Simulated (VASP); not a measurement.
Set up this calculation in VASP 6.6.1, as the native input.

| Item | Value |
| --- | --- |
| Task | relaxation of cell and atoms |
| Functional | PBEsol |
| Potentials or basis | VASP PAW PBE potentials, release 64 (S) |
| Cutoff | 580 eV |
| k mesh | 6 × 6 × 6 |
| Occupations | gaussian, width 0.02 eV |
| Spin | no spin polarisation |
| Further INCAR settings | ALGO = Fast; EDIFF = 1e-07; IBRION = 2; EDIFFG = -0.005; NSW = 90; ISIF = 3 |

The structure of S lies in POSCAR:

```
S
1.0
    7.8483716200      0.0000000000      0.0000000000
   -3.9241858100      6.7968892000      0.0000000000
    0.0000000000      0.0000000000      4.3718472700
S
9
Direct
    0.1074698100      0.1074698100      0.5000000000
    0.4497097800      0.6897898700      0.7335943500
    0.6897898700      0.4497097800      0.2664056500
    0.8925301900      0.0000000000      0.1666666700
    0.2400800900      0.5502902200      0.0669276800
    0.3102101300      0.7599199100      0.4002610200
    0.5502902200      0.2400800900      0.9330723200
    0.7599199100      0.3102101300      0.5997389800
    0.0000000000      0.8925301900      0.8333333300
```

This isn't the form of S at room conditions, which is orthorhombic, of S8 rings.

The input as run:

INCAR

```
SYSTEM = S
ALGO = Fast ; EDIFF = 1E-7
EDIFFG = -0.005 ; ENCUT = 580
GGA = PS ; IBRION = 2
ISIF = 3 ; ISMEAR = 0
LASPH = .TRUE. ; LCHARG = .FALSE.
LREAL = .FALSE. ; LWAVE = .FALSE.
NELM = 100 ; NSW = 90
PREC = Accurate ; SIGMA = 0.02
```

KPOINTS

```
k-points
0
G
  6 6 6
  0 0 0
```

Potentials or basis: VASP PAW PBE potentials, release 64 (S).

The run is started by

```sh
$ cat potpaw_PBE.64/S/POTCAR > POTCAR
$ mpirun -np 1 vasp_std > vasp.out
```

Results of the run:

The relaxed volume is 24.09 Å³/atom and the relaxed cell is a = 7.581 Å, b = 7.581 Å, c = 4.355 Å, α = 90.00°, β = 90.00°, γ = 120.00°. The space group after relaxing (to 0.05 Å) is P3_221 (No. 154). The energy gained by relaxing is 3.1 meV/atom, the ionic steps are 84 and the pressure after relaxing is 0.0 GPa. The largest force after relaxing is 0.004 eV/Å and the band gap on the k mesh is 1.95 eV, indirect (least direct gap 2.05 eV).

Caveat: the PAW data sets were made with another functional, which shifts forces and pressure a little.

Wall time 2.9 h on 1 thread of Intel(R) Xeon(R) Platinum 8375C CPU @ 2.90GHz (Ice Lake) (shared host), peak memory 0.53 GiB.
